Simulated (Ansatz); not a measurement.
# Ca: energy change per atom and pressure against volume scale

Results calculated with Ansatz 0.2.0, not measured. Plane-wave DFT, scalar-relativistic PAW made under PBE with cores redone for the functional, no dispersion; the given relaxed cell is scaled uniformly, energy at zero smearing counts from the unscaled cell, pressure at the given Fermi-Dirac smearing is positive in compression.

The cell before it is scaled or strained (space group Pm-3m, No. 221):
```
Ca
1.0
      3.6120     0.0000     0.0000
      0.0000     3.6120     0.0000
      0.0000     0.0000     3.6120
Ca
1
Direct
  0.00000 0.00000 0.00000
```

Settings of every row: spin polarised no; functional RPBE; wave cutoff 420 eV; smearing width 0.1 eV; k mesh 10x10x10.

Atom starting moment: 0 on all atoms.

Limits: the cell comes from a prototype or a list of computed structures and needn't be the stable phase.

```csv
row,volume scale,V (Å³/atom),energy change per atom (meV),pressure (GPa)
1,0.88,41.469,15.63,1.37
2,0.92,43.354,4.74,0.79
3,0.96,45.239,-0.1,0.31
4,1.04,49.009,?,?
5,1.08,50.894,11.89,-0.71
6,1.12,52.779,22.55,-0.96
```

Question: what energy change per atom and pressure should row 4 give?

Worked fit of energy change per atom. Take u = (V_r/V)^(2/3) − 1 with V_r = 45.239 Å³ an atom, which is twice the finite (Eulerian) strain; such expansions in the strain, on which the Birch-Murnaghan equation of state is built, carry the rest volume and the bulk modulus. The shown rows have u = 0.05972, 0.02878, 0, -0.07552, -0.09766. Least squares give energy change per atom = −0.14 + 76.67 × u + 3152.7 × u² meV; a straight line predicts inner rows, each left out in turn, worse (root mean square 8.3 against 0.18 meV). The rows lie off it by -0.05, 0.06, 0.04, -0.16, 0.11 (root mean square 0.095 meV). The withheld row has u = -0.05196, so the fit gives −0.14 + 76.67 × (-0.05196) + 3152.7 × (-0.05196)² = 4.39 meV.

The calculation gave 4.21 meV. The fit lies 0.18 meV (4.3 % of the value, 0.79 % of the column's range) above it; its largest miss of a shown row is 0.16 meV.

Worked fit of pressure. Take u = (V_r/V)^(2/3) − 1 with V_r = 45.239 Å³ an atom, which is twice the finite (Eulerian) strain; such expansions in the strain, on which the Birch-Murnaghan equation of state is built, carry the rest volume and the bulk modulus. The shown rows have u = 0.05972, 0.02878, 0, -0.07552, -0.09766. Least squares give pressure = 0.312 + 15.89 × u + 29.9 × u² GPa; a straight line predicts inner rows, each left out in turn, worse (root mean square 0.079 against 0.0086 GPa). The rows lie off it by 0.00, 0.00, 0.00, 0.01, -0.01. The pressure vanishes at u = -0.0204, or V = 46.66 Å³ an atom, and there the bulk modulus at fixed shape and fractions is B = −V dP/dV = (2/3)(1 + u) dP/du = 9.58 GPa. The withheld row has u = -0.05196, so the fit gives 0.312 + 15.89 × (-0.05196) + 29.9 × (-0.05196)² = -0.43 GPa.

The calculation gave -0.43 GPa. The fit meets it to the printed digit.
